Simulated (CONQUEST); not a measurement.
# CdSe (F-43m) in CONQUEST: a series of runs

One crystal, CdSe, is run at these levels: PBEsol; tasks: equation of state.

Program: CONQUEST 1.3. These are calculated values, not measurements. Logs are shortened: lines on timing, memory, paths and dates and some standing lists are left out, and cuts for length are marked.

## Step 1: The crystal as given

The structure is cubic, space group F-43m (No. 216). The conventional cell has a = 6.141 Å, b = 6.141 Å, c = 6.141 Å, α = 90.00°, β = 90.00°, γ = 90.00°. Around Cd (site symmetry -43m) lie 4 Se at 2.66 Å. Around Se (site symmetry -43m) lie 4 Cd at 2.66 Å.

Measurements of this composition are mostly on another form, of space group No. 186.

## Step 2: Equation of state, PBEsol, 27.21 Å³/atom (volume scaled by 0.94)

The input, Conquest_input:

```
IO.Title CdSe
IO.Coordinates coords.dat
IO.FractionalAtomicCoords T
IO.Iprint 2
IO.Iprint_init 1
General.NumberOfSpecies 2
General.PseudopotentialType hamann
AtomMove.TypeOfRun static
AtomMove.FullStress T
Grid.PointsAlongX 48
Grid.PointsAlongY 48
Grid.PointsAlongZ 60
DM.SolutionMethod diagon
Diag.MPMesh T
Diag.GammaCentred T
Diag.MPMeshX 6
Diag.MPMeshY 6
Diag.MPMeshZ 5
Diag.kT 0.00183747
minE.SCTolerance 1e-6
SC.MaxIters 100
IO.AtomChargeOutput T
%block ChemicalSpeciesLabel
1 112.410 Cd
2 78.960 Se
%endblock
```

The input, coords.dat:

```
    8.0377264441     0.0000000000     0.0000000000
    0.0000000000     8.0377264441     0.0000000000
    0.0000000000     0.0000000000    11.3670617482
4
  0.0000000000   0.0000000000   0.0000000000 1 T T T
  0.5000000000   0.5000000000   0.5000000000 1 T T T
  0.0000000000   0.5000000000   0.7500000000 2 T T T
  0.5000000000   0.0000000000   0.2500000000 2 T T T
```

Potentials or basis: PseudoDojo NC PBEsol, DZP, grid of 48 × 48 × 60 points.

Run with:

```bash
Conquest
```

The log of the run:

```text
Simulation cell dimensions:     8.0377 a0 x     8.0377 a0 x    11.3671 a0

      Atomic coordinates (a0)
         Atom         X         Y         Z  Species
            1    0.0000    0.0000    0.0000        1
            2    4.0189    4.0189    5.6835        1
            3    0.0000    4.0189    8.5253        2
            4    4.0189    0.0000    2.8418        2

         Monkhorst-Pack mesh:   6 x   6 x   5 gamma-centred
        This calculation includes non-local pseudopotentials,
         with a maximum core radius of      6.68472097

    Job title: CdSe
    Job to be run: static calculation

    Ground state search:
      Support functions represented with PAO basis
      1:1 PAO to SF mapping
      Non-spin-polarised electrons
      Solving for the K matrix using diagonalisation
      Using Fermi-Dirac smearing

    Integration grid size:     48 x   48 x   60

    Integration grid spacing:  0.167 a0 x 0.167 a0 x 0.189 a0

    Number of species:  2
    --------------------------------------------------------
    |   #  mass (au)  Charge (e)  SF Rad (a0)  NSF  Label  |
    --------------------------------------------------------
    |   1    112.410      20.000        7.010   19  Cd     |
    |   2     78.960      16.000        6.631   18  Se     |
    --------------------------------------------------------
          SCF tolerance:                 0.00000100
          SCF iterations:               100

    LibXC version:  6. 2. 2
    Using the GGA functional Perdew, Burke & Ernzerhof SOL
    Using the GGA functional Perdew, Burke & Ernzerhof SOL

           radial cut-off to be used is taken to be max PAO cut-off radius for this species:    6.684721

           greatest ang. mom. for making density from PAOs:  2

           radial cut-off to be used is taken to be max PAO cut-off radius for this species:    6.366323

           greatest ang. mom. for making density from PAOs:  2
    Minimum blocs/proc is     2160. Maximum blocs/proc is     2160
    set_atom_dens: In set_atomic_density, electrons :      72.000000000000
 matrix_size & matrix_size_padH =           74          74

    Screened ion int: energy:    -475.158209221298 Ha

    new_SC_potl: Starting.  Tolerance:  0.10000E-05

    PulayMixSC: Starting Pulay mixing, A_up =  0.500 A_dn =  0.500
    PulayMixSC: Spin non-polarised calculation.
          Harris-Foulkes Energy            :      -592.696691749338697 Ha
          GroundState Energy (E-(1/2)TS)   :      -592.696691767758693 Ha
          Free Energy (E-TS)               :      -592.696691786178690 Ha
          DFT Total Energy                 :      -592.641223320615609 Ha
          Total number of electrons        :        71.999999999998266
    PulayMixSC: Pulay iteration     1 residual:              0.12245E-02
          Harris-Foulkes Energy            :      -592.672373679336260 Ha
          GroundState Energy (E-(1/2)TS)   :      -592.672373938943110 Ha
          Free Energy (E-TS)               :      -592.672374198550074 Ha
          DFT Total Energy                 :      -592.670024936154732 Ha
          Total number of electrons        :        72.000027169912897
    PulayMixSC: Pulay iteration     2 residual:              0.50253E-03
          Harris-Foulkes Energy            :      -592.671170843967388 Ha
          GroundState Energy (E-(1/2)TS)   :      -592.671170972766163 Ha
          Free Energy (E-TS)               :      -592.671171101565051 Ha
          DFT Total Energy                 :      -592.670950133191923 Ha
          Total number of electrons        :        72.000040439489140
    PulayMixSC: Pulay iteration     3 residual:              0.22747E-03
          Harris-Foulkes Energy            :      -592.670975941830761 Ha
          GroundState Energy (E-(1/2)TS)   :      -592.670976118277849 Ha
          Free Energy (E-TS)               :      -592.670976294725051 Ha
          DFT Total Energy                 :      -592.670974733755315 Ha
          Total number of electrons        :        72.000058690954063
    PulayMixSC: Pulay iteration     4 residual:              0.15478E-04
          Harris-Foulkes Energy            :      -592.670974973911484 Ha
          GroundState Energy (E-(1/2)TS)   :      -592.670975149875972 Ha
          Free Energy (E-TS)               :      -592.670975325840459 Ha
          DFT Total Energy                 :      -592.670974890855859 Ha
          Total number of electrons        :        72.000057857024089
    PulayMixSC: Pulay iteration     5 residual:              0.59593E-05
          Harris-Foulkes Energy            :      -592.670974891017750 Ha
          GroundState Energy (E-(1/2)TS)   :      -592.670975066548522 Ha
          Free Energy (E-TS)               :      -592.670975242079294 Ha
          DFT Total Energy                 :      -592.670974890351772 Ha
          Total number of electrons        :        72.000057228812338
    PulayMixSC: Pulay iteration     6 residual:              0.20823E-06
    PulayMixSC: Reached SCF tolerance of  0.20823E-06 after      6 iterations
      | Number of electrons      =        72.000057
      |* band energy as 2Tr[K.H] =       -98.957649582247868 Ha
      |  screened ion-ion energy =      -475.158209221297568 Ha
      |  Ha correction           =         1.580371289218475 Ha
      |  XC correction           =       -20.135490082949726 Ha
      | GS Energy as E-(1/2)TS   =      -592.670975066548522 Ha
      | Free Energy as E-TS      =      -592.670975242079294 Ha
      |* Harris-Foulkes energy   =      -592.670974891017750 Ha
      |* DFT total energy        =      -592.670974890351772 Ha
      |  estimated accuracy      =        -0.000000000665977 Ha

    force: Forces on atoms (Ha/a0)
    force:  Atom   X              Y              Z
    force:     1  -0.0000000000   0.0000000000  -0.0000000000
    force:     2  -0.0000000000  -0.0000000000   0.0000000000
    force:     3   0.0000000000  -0.0000000000  -0.0000000000
    force:     4  -0.0000000000   0.0000000000   0.0000000000

    force: Maximum force :        0.00000000(Ha/a0) on atom         1 in z direction
    force: Force Residual:        0.00000000 Ha/a0
    force: Total stress:         -2.74422234     0.00000000     0.00000000 GPa
                             0.00000000    -2.74422234     0.00000000
                             0.00000000     0.00000000    -2.72275044
    force: Average pressure:      2.73706504 GPa

    force: Finished force
    get_E_and_F: Change in energy during last step of electronic optimisation:  0.82894E-07

    BIBLIOGRAPHY: Please consider citing the following references in the conquest.bib file

    CONQUEST:         Bowler2002pt, Miyazaki2004, Nakata2020
    Basis:            Bowler2019
    DM:               Bowler:2006xr
    Pseudopotentials: Hamann2013, Bowler2019
    XC references from LibXC:
```

It took 43 s on 1 thread of Intel Xeon Platinum 8488C (Sapphire Rapids), shared host; peak memory 0.74 GiB.

What came out:

| Property | Result |
| --- | --- |
| Free energy | -16127.3988 eV |
| Pressure | 2.7 GPa |
| Band gap on the k mesh | 0.76 eV |
| Mulliken charges | Cd +0.44; Se -0.44 e |

Caveat: Mulliken charges move with the basis; an odd mesh through Γ misses points on the zone boundary, where band edges often lie; the basis of atomic orbitals isn't converged, which shifts pressures, moduli and gaps.

## Step 3: Equation of state, PBEsol, 27.78 Å³/atom (volume scaled by 0.96)

Conquest_input is that of step 2.

The input, coords.dat:

```
    8.0943320165     0.0000000000     0.0000000000
    0.0000000000     8.0943320165     0.0000000000
    0.0000000000     0.0000000000    11.4471141164
4
  0.0000000000   0.0000000000   0.0000000000 1 T T T
  0.5000000000   0.5000000000   0.5000000000 1 T T T
  0.0000000000   0.5000000000   0.7500000000 2 T T T
  0.5000000000   0.0000000000   0.2500000000 2 T T T
```

Potentials or basis: PseudoDojo NC PBEsol, DZP, grid of 48 × 48 × 60 points.

Run with:

```bash
Conquest
```

Wall time 44 s (1 thread of Intel Xeon Platinum 8488C (Sapphire Rapids), shared host); peak memory 0.74 GiB.

Results (log left out):

```yaml
Free_energy: -16127.4286 eV
Pressure: 1.4 GPa
Band_gap_on_the_k_mesh: 0.71 eV
Mulliken_charges: Cd +0.44; Se -0.44 e
```

Caveat: Mulliken charges move with the basis; an odd mesh through Γ misses points on the zone boundary, where band edges often lie; the basis of atomic orbitals isn't converged, which shifts pressures, moduli and gaps; the real-space grid breaks the cell's symmetry a little.

## Step 4: Equation of state, PBEsol, 28.36 Å³/atom (volume scaled by 0.98)

Conquest_input is that of step 3.

The input, coords.dat:

```
    8.1501567600     0.0000000000     0.0000000000
    0.0000000000     8.1501567600     0.0000000000
    0.0000000000     0.0000000000    11.5260622257
4
  0.0000000000   0.0000000000   0.0000000000 1 T T T
  0.5000000000   0.5000000000   0.5000000000 1 T T T
  0.0000000000   0.5000000000   0.7500000000 2 T T T
  0.5000000000   0.0000000000   0.2500000000 2 T T T
```

Run with:

```bash
Conquest
```

Wall time 37 s (1 thread of Intel Xeon Platinum 8488C (Sapphire Rapids), shared host); peak memory 0.71 GiB.

It converged, with:

```yaml
Free_energy: -16127.4412 eV
Pressure: 0.3 GPa
Band_gap_on_the_k_mesh: 0.66 eV
Mulliken_charges: Cd +0.43; Se -0.43 e
```

Caveat: Mulliken charges move with the basis; an odd mesh through Γ misses points on the zone boundary, where band edges often lie; the basis of atomic orbitals isn't converged, which shifts pressures, moduli and gaps; the real-space grid breaks the cell's symmetry a little.

## Step 5: Equation of state, PBEsol, 28.94 Å³/atom

Conquest_input is that of step 4.

The input, coords.dat:

```
    8.2052270573     0.0000000000     0.0000000000
    0.0000000000     8.2052270573     0.0000000000
    0.0000000000     0.0000000000    11.6039433870
4
  0.0000000000   0.0000000000   0.0000000000 1 T T T
  0.5000000000   0.5000000000   0.5000000000 1 T T T
  0.0000000000   0.5000000000   0.7500000000 2 T T T
  0.5000000000   0.0000000000   0.2500000000 2 T T T
```

Run with:

```bash
Conquest
```

It took 40 s on 1 thread of Intel Xeon Platinum 8488C (Sapphire Rapids), shared host; peak memory 0.69 GiB.

The run converged. Its results:

| Property | Result |
| --- | --- |
| Free energy | -16127.4381 eV |
| Pressure | -0.7 GPa |
| Band gap on the k mesh | 0.61 eV |
| Mulliken charges | Cd +0.43; Se -0.43 e |

Caveat: Mulliken charges move with the basis; an odd mesh through Γ misses points on the zone boundary, where band edges often lie; the basis of atomic orbitals isn't converged, which shifts pressures, moduli and gaps; the real-space grid breaks the cell's symmetry a little.

## Step 6: Equation of state, PBEsol, 29.52 Å³/atom (volume scaled by 1.02)

Conquest_input is that of step 5.

The input, coords.dat:

```
    8.2595678930     0.0000000000     0.0000000000
    0.0000000000     8.2595678930     0.0000000000
    0.0000000000     0.0000000000    11.6807929337
4
  0.0000000000   0.0000000000   0.0000000000 1 T T T
  0.5000000000   0.5000000000   0.5000000000 1 T T T
  0.0000000000   0.5000000000   0.7500000000 2 T T T
  0.5000000000   0.0000000000   0.2500000000 2 T T T
```

Potentials or basis: PseudoDojo NC PBEsol, DZP, grid of 48 × 48 × 60 points.

Run with:

```bash
Conquest
```

It took 38 s on 1 thread of Intel Xeon Platinum 8488C (Sapphire Rapids), shared host; peak memory 0.69 GiB.

Results (log left out):

```yaml
Free_energy: -16127.4204 eV
Pressure: -1.7 GPa
Band_gap_on_the_k_mesh: 0.56 eV
Mulliken_charges: Cd +0.43; Se -0.43 e
```

Caveat: Mulliken charges move with the basis; an odd mesh through Γ misses points on the zone boundary, where band edges often lie; the basis of atomic orbitals isn't converged, which shifts pressures, moduli and gaps; the real-space grid breaks the cell's symmetry a little.

## Step 7: Equation of state, PBEsol, 30.10 Å³/atom (volume scaled by 1.04)

Conquest_input is that of step 6.

The input, coords.dat:

```
    8.3132029535     0.0000000000     0.0000000000
    0.0000000000     8.3132029535     0.0000000000
    0.0000000000     0.0000000000    11.7566443640
4
  0.0000000000   0.0000000000   0.0000000000 1 T T T
  0.5000000000   0.5000000000   0.5000000000 1 T T T
  0.0000000000   0.5000000000   0.7500000000 2 T T T
  0.5000000000   0.0000000000   0.2500000000 2 T T T
```

Run with:

```bash
Conquest
```

Run time: 38 s. Hardware: 1 thread of Intel Xeon Platinum 8488C (Sapphire Rapids), shared host; peak memory 0.69 GiB.

Results (log left out):

| Item | Value |
| --- | --- |
| Free energy | -16127.3908 eV |
| Pressure | -2.4 GPa |
| Band gap on the k mesh | 0.52 eV |
| Mulliken charges | Cd +0.43; Se -0.43 e |

Caveat: Mulliken charges move with the basis; an odd mesh through Γ misses points on the zone boundary, where band edges often lie; the basis of atomic orbitals isn't converged, which shifts pressures, moduli and gaps; the real-space grid breaks the cell's symmetry a little.

## Step 8: Equation of state, PBEsol, 30.68 Å³/atom (volume scaled by 1.06)

Conquest_input is that of step 7.

The input, coords.dat:

```
    8.3661547185     0.0000000000     0.0000000000
    0.0000000000     8.3661547185     0.0000000000
    0.0000000000     0.0000000000    11.8315294680
4
  0.0000000000   0.0000000000   0.0000000000 1 T T T
  0.5000000000   0.5000000000   0.5000000000 1 T T T
  0.0000000000   0.5000000000   0.7500000000 2 T T T
  0.5000000000   0.0000000000   0.2500000000 2 T T T
```

Run with:

```bash
Conquest
```

Wall time 37 s (1 thread of Intel Xeon Platinum 8488C (Sapphire Rapids), shared host); peak memory 0.66 GiB.

It converged, with:

```yaml
Free_energy: -16127.3502 eV
Pressure: -3.2 GPa
Band_gap_on_the_k_mesh: 0.47 eV
Mulliken_charges: Cd +0.43; Se -0.43 e
```

Caveat: Mulliken charges move with the basis; an odd mesh through Γ misses points on the zone boundary, where band edges often lie; the basis of atomic orbitals isn't converged, which shifts pressures, moduli and gaps.

## Step 9: Equation of state, PBEsol

Potentials or basis: PseudoDojo NC PBEsol, DZP, grid of 48 × 48 × 60 points.

No new run: the results of the series are fitted here.

What came out:

| Item | Value |
| --- | --- |
| Equilibrium volume | 28.52 Å³/atom |
| Bulk modulus | 52 GPa |
| Pressure derivative of the bulk modulus | 4.8 (rough: it moves with the points fitted) |

Energy against volume, from the lowest point:
| volume (Å³/atom) | energy (meV/atom) |
| --- | --- |
| 27.206 | 10.59 |
| 27.784 | 3.15 |
| 28.363 | 0.00 |
| 28.942 | 0.76 |
| 29.521 | 5.20 |
| 30.100 | 12.60 |
| 30.679 | 22.74 |

Caveat: the DZP basis gives volumes some 2 % larger than converged bases do, and moduli off by several per cent; the basis of atomic orbitals isn't converged, which shifts pressures, moduli and gaps.
